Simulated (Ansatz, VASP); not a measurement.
One calculation of Yb, two programs

```
Yb
1.0
     0.00000    2.74388    2.74388
     2.74388    0.00000    2.74388
     2.74388    2.74388    0.00000
Yb
1
Direct
  0.00000 0.00000 0.00000
```

Alike in both runs: task single point; functional r2SCAN; k mesh 7 × 7 × 7; occupations fermi-dirac, width 0.0332 eV; no spin polarisation.

|  | VASP | Ansatz |
| --- | --- | --- |
| version | VASP 6.6.1 | Ansatz 0.2.0 |
| potentials or method | VASP PAW PBE potentials, release 64 (Yb) | PAW plane waves |
| plane-wave cutoff (eV) | 520 | 500 |
| valence electrons in the cell | 24 | 24 |

```csv
,VASP,Ansatz,Ansatz less VASP
pressure (GPa),-2.7,-2.4,+0.26
```

With one functional, cell and mesh, what is left measures potentials, basis and numerics.

Caveats: the PAW data sets were made with another functional, which shifts forces and pressure a little (VASP). Spin-orbit coupling is left out, which matters for the levels of Yb. Spin polarisation is off, so any magnetic state and its effect on volume and gap are missing.
